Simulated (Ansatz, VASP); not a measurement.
## One calculation of Na2S, two programs

INCAR

```
SYSTEM = Na2S
  ALGO = Fast
  EDIFF = 1E-7
  ENCUT = 520
  GGA = PS
  ISIF = 2
  ISMEAR = 0
  LASPH = .True.
  LCHARG = .False.
  LREAL = .False.
  LWAVE = .False.
  NBANDS = 17
  NELM = 80
  PREC = Accurate
  SIGMA = 0.1
```

KPOINTS

```
k-points
0
Gamma
  6 6 6
  0 0 0
```

The input POSCAR:

```
Na2S
1.0
    0.0000000000      3.2735000000      3.2735000000
    3.2735000000      0.0000000000      3.2735000000
    3.2735000000      3.2735000000      0.0000000000
Na S
2 1
Direct
    0.2500000000      0.2500000000      0.2500000000
    0.7500000000      0.7500000000      0.7500000000
    0.0000000000      0.0000000000      0.0000000000
```

Input for Ansatz:

```yaml
crystal:
  lattice:
    - [0.0, 3.2735, 3.2735]
    - [3.2735, 0.0, 3.2735]
    - [3.2735, 3.2735, 0.0]
  atoms:
    - { symbol: Na, position: [0.25, 0.25, 0.25] }
    - { symbol: Na, position: [0.75, 0.75, 0.75] }
    - { symbol: S, position: [0.0, 0.0, 0.0] }
basis:
  ecutwfc: 420
kpoints:
  mp_grid: { grid: [6, 6, 6] }
hamiltonian:
  xc: pbesol
scf:
  occupations: { method: gaussian, width: 0.1 }
output:
  forces: true
  stress: true
  eigenvalues: true
```

Alike in both runs: task single point; functional PBEsol; k mesh 6 × 6 × 6; occupations gaussian, width 0.1 eV; no spin polarisation.

|  | VASP | Ansatz |
| --- | --- | --- |
| version | VASP 6.6.1 | Ansatz 0.2.0 |
| potentials or method | VASP PAW PBE potentials, release 64 (Na_pv, S) | scalar-relativistic, plane waves, PAW |
| plane-wave cutoff (eV) | 520 | 420 |
| valence electrons in the cell | 20 | 24 |

```csv
,VASP,Ansatz,Ansatz less VASP
gap on the k mesh at the Fermi level (eV),2.36,2.36,+0.004
least direct gap on the mesh (eV),2.36,2.36,+0.004
pressure (GPa),-0.5,-0.6,-0.06
```

The two sets of potentials don't hold the same shells in valence.

Caveats: the PAW data sets were made with another functional, which shifts forces and pressure a little (VASP). A hybrid or GW would open this gap; PBEsol tends to underestimate it.
